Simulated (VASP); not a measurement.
A run of VASP 6.6.1 is set up as follows.

INCAR

```
ALGO = Normal ; EDIFF = 1E-6
ENCUT = 520 ; GGA = PS
ISIF = 2 ; ISMEAR = 0
LASPH = T ; LCHARG = F
LREAL = F ; LWAVE = F
NBANDS = 16 ; NELM = 100
PREC = Accurate ; SIGMA = 0.05
```

Contents of KPOINTS:

```
k-points
0
Gamma
  10 10 10
```

File POSCAR:

```
GaN
1.0
    0.1055765035      2.2535006075      2.2535006075
    2.2535006075      0.1055765035      2.2535006075
    2.3590771110      2.3590771110      0.0000000000
Ga N
1 1
Direct
    0.0000000000      0.0000000000      0.0000000000
    0.7500000000      0.7500000000      0.7500000000
```

Potentials or basis: VASP PAW PBE potentials, release 64 (Ga_d, N).

Command:

```bash
$ cat potpaw_PBE.64/Ga_d/POTCAR potpaw_PBE.64/N/POTCAR > POTCAR
$ mpirun -np 1 vasp_std > vasp.out
```

Task: Predict the pressure.

Result: 0.9 GPa.

Task: Estimate the largest force.

Result: 0.766 eV/Å.

Forces in eV/Å, atoms in the order of the input:
```
Ga   0.000  0.000 -0.766
N    0.000  0.000  0.766
```

Caveat: the PAW data sets were made with another functional, which shifts forces and pressure a little.
